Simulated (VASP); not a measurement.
HfB2:

```xyz
3
Lattice="0.0000 2.7161 2.7161 2.7161 0.0000 2.7161 2.7161 2.7161 0.0000" Properties=species:S:1:pos:R:3 pbc="T T T"
Hf    0.0000    0.0000    0.0000
B     1.3580    1.3580    1.3580
B     4.0741    4.0741    4.0741
```

The cell was built by a generator and needn't be a form met in nature.

- Program: VASP 6.6.1
- Task: single point
- Functional: PBE
- Potentials or basis: VASP PAW PBE potentials, release 64 (Hf_pv, B)
- Cutoff: 520 eV
- k mesh: 9 × 9 × 9
- Occupations: fermi-dirac, width 0.05 eV
- Spin: no spin polarisation

On this cell: pressure 0.5 GPa; largest force zero by symmetry; band gap on the k mesh none (metal or under the smearing width).

The same run follows on a disturbed copy (atoms moved at random, drawn with an rms of 0.05 Å):

```
Hf B
1.0
     0.00000    2.71608    2.71608
     2.71608    0.00000    2.71608
     2.71608    2.71608    0.00000
Hf B
1 2
Direct
  0.99959 0.99648 0.00680
  0.24715 0.25315 0.25155
  0.75133 0.76006 0.75052
```

**Question.** What does the disturbed cell give?

**Answer.** The energy (extrapolated to zero smearing) moves by +2.8 meV/atom; pressure 0.6 GPa; largest force 0.504 eV/Å; band gap on the k mesh none (metal or under the smearing width).

Forces in eV/Å, atoms in the order of the input:
```
Hf   0.177 -0.238  0.407
B   -0.090  0.134 -0.191
B   -0.087  0.104 -0.216
```

Stress tensor (GPa, compression positive):
```
0.58 1.47 0.51
1.47 0.58 0.76
0.51 0.76 0.53
```
